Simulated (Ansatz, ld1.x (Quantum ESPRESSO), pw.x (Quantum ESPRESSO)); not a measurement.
# What a changed setting does to a pw.x run (diamond Ca)

Potential: norm-conserving Troullier–Martins (Kleinman–Bylander form), ld1.x (Quantum ESPRESSO) 7.5, PBE; core [Ar], reference 3d0 4s2 4p0; waves: 4p (bound, empty): rc 3.65 bohr; 3d (bound, empty): rc 2.48 bohr; 4s (bound): rc 2.70 bohr; local part: the s channel; core correction: a·sin(br)/r model core inside 0.95 bohr.

The reference run (k-mesh 8³, cutoffs 50/200 Ry, Fermi–Dirac 0.01 Ry, mixing_beta 0.4, conv_thr 1e-9, no spin) gives 0.04 GPa at 79.425 Å³/atom, where all-electron LAPW gives -0.00 GPa. This run, with its own iteration cap, changes mixing_ndim to 16.

```
&control
  calculation='scf', prefix='x', pseudo_dir='./', outdir='./tmp', tstress=.true., disk_io='none'
/
&system
  ibrav=0, nat=2, ntyp=1, ecutwfc=50, ecutrho=200, nbnd=9,
  occupations='smearing', smearing='fd', degauss=0.01
/
&electrons
  conv_thr=1e-09, mixing_beta=0.4, electron_maxstep=50, mixing_ndim=16
/
ATOMIC_SPECIES
Ca 1.0 Ca.UPF
CELL_PARAMETERS angstrom
  0.00000000 4.29852121 4.29852121
  4.29852121 0.00000000 4.29852121
  4.29852121 4.29852121 0.00000000
ATOMIC_POSITIONS crystal
Ca 0.0000 0.0000 0.0000
Ca 0.2500 0.2500 0.2500
K_POINTS automatic
8 8 8 0 0 0
```

```bash
pw.x < Ca.scf.in > Ca.scf.out
```

**Question.** How does the run end?

**Answer.** It converges in 10 iterations; the free energy moves by +0.0 meV/atom and the pressure by +0.00 GPa. The result is that of the reference run.

```
Message from routine setup:
     using ibrav=0 with symmetry is DISCOURAGED, use correct ibrav instead
     lattice parameter (alat)  =      11.4877  a.u.
     unit-cell volume          =    1071.9729 (a.u.)^3
     number of electrons       =         4.00
     number of Kohn-Sham states=            9
     kinetic-energy cutoff     =      50.0000  Ry
     charge density cutoff     =     200.0000  Ry
     scf convergence threshold =      1.0E-09
     Exchange-correlation= PBE
     number of k points=    29  Fermi-Dirac smearing, width (Ry)=  0.0100
     iteration #  1     ecut=    50.00 Ry     beta= 0.40
     total energy              =     -25.24006779 Ry
     estimated scf accuracy    <       0.00341420 Ry
     iteration #  2     ecut=    50.00 Ry     beta= 0.40
     total energy              =     -25.24071641 Ry
     estimated scf accuracy    <       0.00091946 Ry
     iteration #  3     ecut=    50.00 Ry     beta= 0.40
     total energy              =     -25.24110934 Ry
     estimated scf accuracy    <       0.00014936 Ry
     [... 4 iterations left out ...]
     iteration #  8     ecut=    50.00 Ry     beta= 0.40
     total energy              =     -25.24116972 Ry
     estimated scf accuracy    <          3.3E-09 Ry
     iteration #  9     ecut=    50.00 Ry     beta= 0.40
     total energy              =     -25.24116973 Ry
     estimated scf accuracy    <          1.5E-09 Ry
     iteration # 10     ecut=    50.00 Ry     beta= 0.40
     the Fermi energy is    -0.0018 ev
!    total energy              =     -25.24116973 Ry
     estimated scf accuracy    <          1.5E-10 Ry
     smearing contrib. (-TS)   =      -0.01452792 Ry
     The total energy is F=E-TS. E is the sum of the following terms:
     one-electron contribution =       1.39942153 Ry
     hartree contribution      =       0.09142299 Ry
     xc contribution           =     -24.06488032 Ry
     ewald contribution        =      -2.65260601 Ry
     convergence has been achieved in  10 iterations
          total   stress  (Ry/bohr**3)                   (kbar)     P=        0.42
     Message from routine punch:
     Nothing written, as per user request (disk_io='none')
```

The run took about 32 s on one core of a shared host (Neoverse-V2, 96 threads, 742 GiB, load 48).
